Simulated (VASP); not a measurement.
# KF (Carobbiite) (Fm-3m) in VASP: further runs, part 2 of 2

VASP 6.6.1. The steps go on from the part before.

## (4) Relaxation of the atoms, PBEsol (a relaxed cell with its volume scaled by 0.94)

INCAR reads:

```
SYSTEM = KF
  ALGO = Normal
  EDIFF = 1E-7
  EDIFFG = -0.01
  ENCUT = 600
  GGA = PS
  IBRION = 2
  ISIF = 2
  ISMEAR = 0
  LASPH = .TRUE.
  LCHARG = .FALSE.
  LREAL = .FALSE.
  LWAVE = .FALSE.
  NELM = 80
  NSW = 40
  PREC = Accurate
  SIGMA = 0.03
```

KPOINTS reads:

```
k-points
0
G
  10 10 10
  0 0 0
```

POSCAR reads:

```
KF                                      
1.0
   -0.0000000000      2.6007716642      2.6007716642
    2.6007716642      0.0000000000      2.6007716642
    2.6007716642      2.6007716642      0.0000000000
  K               F             
     1     1
Direct
     0.0000000000000000    0.0000000000000000    1.0000000000000000
     0.5000000000000000    0.5000000000000000    0.5000000000000000
```

Potentials or basis: VASP PAW PBE potentials, release 64 (K_sv, F).

Started as:

```bash
$ cat potpaw_PBE.64/K_sv/POTCAR potpaw_PBE.64/F/POTCAR > POTCAR
$ mpirun -np 1 vasp_std > vasp.out
```

OUTCAR:

```text
SYSTEM = KF
   EDIFF = 1E-7
   EDIFFG = -0.01
   ENCUT = 600
   GGA = PS
   IBRION = 2
   ISIF = 2
   ISMEAR = 0
   LASPH = .TRUE.
   LREAL = .FALSE.
   NELM = 80
   NSW = 40
   PREC = Accurate

 ion  position               nearest neighbor table
   1  0.000  0.000  0.000-   2 2.60   2 2.60   2 2.60   2 2.60   2 2.60   2 2.60
   2  0.500  0.500  0.500-   1 2.60   1 2.60   1 2.60   1 2.60   1 2.60   1 2.60

  LATTYP: Found a face centered cubic cell.
 ALAT       =     5.2015433284

  Lattice vectors:

 A1 = (   0.0000000000,   2.6007716642,   2.6007716642)
 A2 = (   2.6007716642,   0.0000000000,   2.6007716642)
 A3 = (   2.6007716642,   2.6007716642,   0.0000000000)

Analysis of symmetry for initial positions (statically):
=====================================================================
 Subroutine PRICEL returns:
 Original cell was already a primitive cell.

 Routine SETGRP: Setting up the symmetry group for a
 face centered cubic supercell.

 Subroutine GETGRP returns: Found 48 space group operations
 (whereof 48 operations were pure point group operations)
 out of a pool of 48 trial point group operations.

The static configuration has the point symmetry O_h .

Analysis of symmetry for dynamics (positions and initial velocities):
=====================================================================
 Subroutine PRICEL returns:
 Original cell was already a primitive cell.

 Routine SETGRP: Setting up the symmetry group for a
 face centered cubic supercell.

 Subroutine GETGRP returns: Found 48 space group operations
 (whereof 48 operations were pure point group operations)
 out of a pool of 48 trial point group operations.

The dynamic configuration has the point symmetry O_h .

 Subroutine INISYM returns: Found 48 space group operations
 (whereof 48 operations are pure point group operations),
 and found     1 'primitive' translations

[... 122 lines left out ...]
   IVDW    =     0    specifies the selected vdW correction
   LEPSILON=     F    determine dielectric tensor
   LRPA    =     F    only Hartree local field effects (RPA)
 conjugate gradient relaxation of ions
 non-spin polarized calculation
 Gauss-broadening in eV      SIGMA  =   0.03
  energy-cutoff  :      600.00
  volume of cell :       35.18
 maximum number of plane-waves:      1211
 NGX is ok and might be reduce to    30
   NGX = 15   NGY = 15   NGZ = 15

 number of electron      16.0000007 magnetization

 Free energy of the ion-electron system (eV)
  ---------------------------------------------------
  ext. energy  EPLUGINS =         0.00000000
  ---------------------------------------------------
  free energy    TOTEN  =        -8.50282534 eV

  energy without entropy =       -8.50282534  energy(sigma->0) =       -8.50282534

 E-fermi :  -2.5133     XC(G=0):  -9.0064

 val. band max:       -2.6848744442   @ k =   0.0000   0.0000   0.0000
 cond. band min:       3.7674606293   @ k =   0.0000   0.0000   0.0000
 fundamental gap:      6.4523350735
 Fermi energy:        -2.5132693243

 k-point     1 :       0.0000    0.0000    0.0000
  band No.  band energies     occupation
      1     -28.4361      2.00000
      2     -21.2561      2.00000
      3     -11.6773      2.00000
      4     -11.6773      2.00000
      5     -11.6773      2.00000
      6      -2.6849      2.00000
      7      -2.6849      2.00000
      8      -2.6849      2.00000
      9       3.7675      0.00000
     10       8.1581      0.00000
     11       8.1581      0.00000
     12       8.1581      0.00000
[... 331 lines left out ...]
 k-point    24 :       0.4000    0.3000    0.0000
  band No.  band energies     occupation
      1     -28.2931      2.00000
      2     -21.3228      2.00000
      3     -12.1474      2.00000
      4     -11.9023      2.00000
      5     -11.8872      2.00000
      6      -3.1191      2.00000
      7      -2.7883      2.00000
      8      -2.7639      2.00000
      9       5.9880      0.00000
     10       6.9881      0.00000
     11       9.8143      0.00000
     12      10.7168      0.00000

 [... further k-points ...]

------------------------ aborting loop because EDIFF is reached ----------------------------------------

  FORCE on cell =-STRESS in cart. coord.  units (eV):
  Direction    XX          YY          ZZ          XY          YZ          ZX
  --------------------------------------------------------------------------------------
  -------------------------------------------------------------------------------------
  Total        0.5291892      0.5291892      0.5291892      0.0000000      0.0000000     -0.0000000
  in kB       24.0982134     24.0982134     24.0982134      0.0000000      0.0000000     -0.0000000
  external PRESSURE =      24.0982134 kB  Pullay stress =       0.0000000 kB

 VOLUME and BASIS-vectors are now :
 -----------------------------------------------------------------------------
  energy-cutoff  :      600.00
  volume of cell :       35.18
      direct lattice vectors                 reciprocal lattice vectors
     0.000000000  2.600771664  2.600771664    -0.192250633  0.192250633  0.192250633
     2.600771664  0.000000000  2.600771664     0.192250633 -0.192250633  0.192250633
     2.600771664  2.600771664  0.000000000     0.192250633  0.192250633 -0.192250633

 POSITION                                       TOTAL-FORCE (eV/Angst)
 -----------------------------------------------------------------------------------
      0.00000      0.00000      0.00000        -0.000000     -0.000000     -0.000000
      2.60077      2.60077      2.60077         0.000000      0.000000      0.000000
 -----------------------------------------------------------------------------------
    total drift:                                0.000000      0.000000      0.000000

  FREE ENERGIE OF THE ION-ELECTRON SYSTEM (eV)
  ---------------------------------------------------
  free  energy   TOTEN  =        -8.5028253399 eV

  energy  without entropy=       -8.5028253399  energy(sigma->0) =       -8.50282534

 reached required accuracy - stopping structural energy minimisation
```

OSZICAR:

```text
N       E                     dE             d eps       ncg     rms          rms(c)
DAV:   1     0.129184541013E+03    0.12918E+03   -0.92825E+03  1128   0.146E+03
DAV:   2    -0.412914515857E+01   -0.13331E+03   -0.12090E+03  1376   0.348E+02
DAV:   3    -0.945891992487E+01   -0.53298E+01   -0.53029E+01  1448   0.678E+01
DAV:   4    -0.960949976721E+01   -0.15058E+00   -0.15043E+00  1656   0.101E+01
DAV:   5    -0.961111291755E+01   -0.16132E-02   -0.16131E-02  1456   0.113E+00    0.606E+00
DAV:   6    -0.853638991016E+01    0.10747E+01   -0.36992E+00  1204   0.185E+01    0.443E+00
DAV:   7    -0.850710142593E+01    0.29288E-01   -0.11394E-01  1528   0.326E+00    0.268E+00
DAV:   8    -0.850098631734E+01    0.61151E-02   -0.49901E-02  1208   0.271E+00    0.210E-01
DAV:   9    -0.850231788708E+01   -0.13316E-02   -0.66958E-03  1556   0.709E-01    0.118E-01
DAV:  10    -0.850264778105E+01   -0.32989E-03   -0.73637E-04  1280   0.286E-01    0.646E-02
DAV:  11    -0.850283324990E+01   -0.18547E-03   -0.31451E-04  1168   0.149E-01    0.191E-02
DAV:  12    -0.850282625308E+01    0.69968E-05   -0.59214E-05  1436   0.727E-02    0.837E-03
DAV:  13    -0.850282541122E+01    0.84186E-06   -0.49603E-06  1208   0.234E-02    0.278E-03
DAV:  14    -0.850282533995E+01    0.71274E-07   -0.67174E-07  1444   0.731E-03
   1 F= -.85028253E+01 E0= -.85028253E+01  d E =-.850283E+01
```

It took 12 s on 1 thread of Intel Xeon 6975P-C (Granite Rapids), shared host; peak memory 0.17 GiB.

Results:

| Property | Result |
| --- | --- |
| Free energy | -8.5028 eV |
| Pressure after relaxing | 2.4 GPa |
| Band gap on the k mesh | 6.45 eV, direct |

Final structure:
```
CELL_PARAMETERS angstrom
0.00000 2.60077 2.60077
2.60077 0.00000 2.60077
2.60077 2.60077 0.00000
ATOMIC_POSITIONS crystal
K 0.00000 0.00000 0.00000
F 0.50000 0.50000 0.50000
```

Levels at points of the mesh, in eV from the valence-band top:
| k point | band 5 | band 6 | band 7 | band 8 | band 9 | band 10 | band 11 | band 12 |
| --- | --- | --- | --- | --- | --- | --- | --- | --- |
| (0.00, 0.00, 0.00) | -8.99 | 0.00 | 0.00 | 0.00 | 6.45 | 10.84 | 10.84 | 10.84 |
| (0.50, 0.00, 0.00) | -9.03 | -0.91 | -0.43 | -0.43 | 9.30 | 11.06 | 12.43 | 12.43 |
| (0.50, 0.50, 0.00) | -9.27 | -0.16 | -0.03 | -0.03 | 8.14 | 10.69 | 12.31 | 14.04 |

Caveat: the relaxation stopped at its first step, so nothing moved; the PAW data sets were made with another functional, which shifts forces and pressure a little. A k mesh can miss the band edges.
